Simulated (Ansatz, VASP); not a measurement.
**AgCl in VASP and in Ansatz**

File INCAR:

```
  PREC = Accurate
  ENCUT = 520
  EDIFF = 1E-6
  ISMEAR = 0
  SIGMA = 0.01
  LREAL = F
  LASPH = T
  NELM = 100
  ALGO = Normal
  ISIF = 2
  LWAVE = F
  LCHARG = F
  GGA = PE
  NBANDS = 16
```

The input KPOINTS:

```
Automatic mesh
0
Gamma
  6 6 6
```

POSCAR

```
AgCl
1.0
    0.0000000000      2.7731838142      2.7731838142
    2.7731838142      0.0000000000      2.7731838142
    2.7731838142      2.7731838142      0.0000000000
Ag Cl
1 1
Direct
    0.0000000000      0.0000000000      0.0000000000
    0.5000000000      0.5000000000      0.5000000000
```

Input for Ansatz:

```yaml
crystal:
  lattice:
    - [0.0, 2.7731838142, 2.7731838142]
    - [2.7731838142, 0.0, 2.7731838142]
    - [2.7731838142, 2.7731838142, 0.0]
  atoms:
    - { symbol: Ag, position: [0.0, 0.0, 0.0] }
    - { symbol: Cl, position: [0.5, 0.5, 0.5] }
kpoints:
  mp_grid: { grid: [6, 6, 6] }
hamiltonian:
  xc: pbe
scf:
  occupations: { method: fixed }
  n_extra_bands: 4
output:
  forces: true
  stress: true
  eigenvalues: true
```

The cell was built by a generator and needn't be a form met in nature.

Alike in both runs: task single point; functional PBE; k mesh 6 × 6 × 6; no spin polarisation.

|  | VASP | Ansatz |
| --- | --- | --- |
| version | VASP 6.6.1 | Ansatz 0.2.0 |
| potentials or method | VASP PAW PBE potentials, release 64 (Ag, Cl) | plane waves, PAW |
| plane-wave cutoff (eV) | 520 | 420 |
| occupations | gaussian, width 0.01 eV | fixed |
| valence electrons in the cell | 18 | 26 |

```csv
,VASP,Ansatz,Ansatz less VASP
gap on the k mesh at the Fermi level (eV),0.91,0.91,+0.002
pressure (GPa),1.5,1.6,+0.15
```

The two sets of potentials don't hold the same shells in valence.

A k mesh can miss the band edges.
